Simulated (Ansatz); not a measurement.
Input of an Ansatz 0.2.0 run:

The input input.yaml:

```yaml
crystal:
  lattice:
    - [2.8273666084, 1.6323808724, 2.3183934932]
    - [-2.8273666084, 1.6323808724, 2.3183934932]
    - [0.0, -3.2647617449, 2.3183934932]
  atoms:
    - { symbol: Ba, position: [0.0, 0.0, 0.0] }
    - { symbol: Ti, position: [0.4845, 0.4845, 0.4845] }
    - { symbol: O, position: [0.5086, 0.0175, 0.5086] }
    - { symbol: O, position: [0.0175, 0.5086, 0.5086] }
    - { symbol: O, position: [0.5086, 0.5086, 0.0175] }
hamiltonian:
  xc: pbe
  pseudopotentials: { kind: paw_fr }
magnetization:
  noncollinear: true
  spin_orbit: true
kpoints:
  mp_grid: { grid: [7, 7, 7] }
  band_path:
    path:
      - [[0.0, 0.0, 0.0], [0.5, 0.0, 0.0], [0.5, 0.4971712123, -0.4971712123]]
      - [[0.5028287877, 0.5, 0.4971712123], [0.5, 0.5, 0.5], [0.0, 0.0, 0.0], [0.4985856061, 0.0, -0.4985856061]]
      - [[0.5014143939, 0.4985856061, 0.0], [0.5, 0.5, 0.0], [0.5014143939, 0.5014143939, 0.4971712123], [0.5, 0.5, 0.5]]
      - [[0.5, 0.0, 0.0], [0.5028287877, 0.4985856061, 0.4985856061]]
    npoints: 14
scf:
  occupations: { method: fermi_dirac, width: 0.05 }
  n_extra_bands: 12
output:
  forces: true
  stress: true
  eigenvalues: true
  fatbands: true
```

Potentials or basis: Ansatz PAW.

Run with:

```console
$ ansatz run input.yaml --threads 2 --pin off --max-ram 5632MiB --backend cpu --events-out ev --progress --plain --runs-dir out
```

Task: Estimate the pressure.

Result: 5.0 GPa.

Task: Estimate the largest force.

Result: 0.138 eV/Å.

Task: Predict the band gap on the k mesh.

Result: 2.49 eV, indirect (least direct gap 2.74 eV).

Levels at the corners of the path, in eV from the valence-band top:
| point | band 37 | band 38 | band 39 | band 40 | band 41 | band 42 | band 43 | band 44 |
| --- | --- | --- | --- | --- | --- | --- | --- | --- |
| Γ | -0.37 | -0.37 | -0.32 | -0.32 | 2.43 | 2.43 | 2.44 | 2.44 |
| L | -0.92 | -0.92 | -0.79 | -0.79 | 2.58 | 2.58 | 3.83 | 3.83 |
| B1 | -0.01 | -0.01 | 0.00 | 0.00 | 4.38 | 4.38 | 4.52 | 4.52 |
| B | -0.01 | -0.01 | 0.00 | 0.00 | 4.38 | 4.38 | 4.52 | 4.52 |
| Z | -0.01 | -0.01 | 0.00 | 0.00 | 4.38 | 4.38 | 4.52 | 4.52 |
| Γ | -0.37 | -0.37 | -0.32 | -0.32 | 2.43 | 2.43 | 2.44 | 2.44 |
| X | -0.76 | -0.76 | -0.06 | -0.06 | 3.90 | 3.90 | 3.92 | 3.92 |
| Q | -0.76 | -0.76 | -0.06 | -0.06 | 3.90 | 3.90 | 3.92 | 3.92 |
| F | -0.76 | -0.76 | -0.06 | -0.06 | 3.90 | 3.90 | 3.92 | 3.92 |
| P1 | -0.01 | -0.01 | 0.00 | 0.00 | 4.38 | 4.38 | 4.52 | 4.52 |
| Z | -0.01 | -0.01 | 0.00 | 0.00 | 4.38 | 4.38 | 4.52 | 4.52 |
| L | -0.92 | -0.92 | -0.79 | -0.79 | 2.58 | 2.58 | 3.83 | 3.83 |
| P | -0.01 | -0.01 | 0.00 | 0.00 | 4.38 | 4.38 | 4.52 | 4.52 |

Caveat: the k mesh misses the band edges, so the gap on the mesh is wider than the one along the path; the pressure holds a Pulay correction of +0.5 GPa for the finite cutoff. A hybrid or GW would open this gap; PBE tends to underestimate it.
